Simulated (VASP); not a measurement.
The system is CdO (Monteponite).

```
Cd O
1.0
     0.00000    2.34950    2.34950
     2.34950    0.00000    2.34950
     2.34950    2.34950    0.00000
Cd O
1 1
Direct
  0.00000 0.00000 0.00000
  0.50000 0.50000 0.50000
```

```yaml
Program: VASP 6.6.1
Task: relaxation of cell and atoms
Functional: PBE
Dispersion: D3(BJ)
Potentials_or_basis: VASP PAW PBE potentials, release 64 (Cd, O)
Cutoff: 600 eV
k_mesh: 12 × 12 × 12
Occupations: gaussian, width 0.03 eV
Spin: no spin polarisation
```

At the start: pressure 3.8 GPa; volume 12.97 Å³/atom.

Q: How do energy, volume and symmetry change on relaxing?

A: Over 3 steps the energy falls by 3.9 meV/atom and the volume is 13.31 Å³/atom (+2.6 %); space group Fm-3m (No. 225, to 0.05 Å).

Step by step:
| step | energy change (eV) | largest force (eV/Å) | pressure (GPa) | volume (Å³) |
| --- | --- | --- | --- | --- |
| 1 | 0.0000 | 0.0000 | 3.77 | 25.94 |
| 2 | -0.0043 | 0.0000 | -2.28 | 27.10 |
| 3 | -0.0078 | 0.0000 | 0.01 | 26.62 |

Final structure:
```xyz
2
Lattice="0.0000 2.3700 2.3700 2.3700 0.0000 2.3700 2.3700 2.3700 0.0000" Properties=species:S:1:pos:R:3 pbc="T T T"
Cd    0.0000    0.0000    0.0000
O     2.3700    2.3700    2.3700
```

Caveat: pairwise dispersion overbinds metals, which lowers pressure and volume.
